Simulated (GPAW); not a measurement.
Crystal: HfO2.

```
CELL_PARAMETERS angstrom
3.55802 0.00000 0.00000
0.00000 3.55802 0.00000
0.00000 0.00000 5.17186
ATOMIC_POSITIONS crystal
Hf 0.00000 0.00000 0.00000
Hf 0.50000 0.50000 0.50000
O 0.00000 0.50000 0.19721
O 0.50000 0.00000 0.30279
O 0.50000 0.00000 0.80279
O 0.00000 0.50000 0.69721
```

Measurements of this composition are mostly on another form, of space group No. 14.

Program: GPAW 26.7.0. Alike in all runs: task single point; no spin polarisation; cell as given; k mesh 7 × 7 × 5; cutoff (eV) 800; smearing fermi-dirac 0.05 eV.

Question: Order these runs on this cell by their pressure, lowest first.
A. level PBEsol; potentials or basis PAW data sets generated in the run's folder for this functional, pw
B. level LDA; potentials or basis the program's PAW data sets (release 1.2.1) made for this functional, pw
C. level PBE; potentials or basis GPAW PAW data sets (gpaw-data 1.2.1), pw
D. level revPBE; potentials or basis the program's PAW data sets (release 1.2.1) made for this functional, pw
E. level TPSS; potentials or basis GPAW PAW data sets (gpaw-data 1.2.1), pw; eigensolver davidson

Answer: B (-5.5 GPa), A (2.4 GPa), E (8.1 GPa), C (10.5 GPa), D (14.9 GPa).

Caveats: the PAW data sets were made with another functional, which shifts forces and pressure a little (some runs).
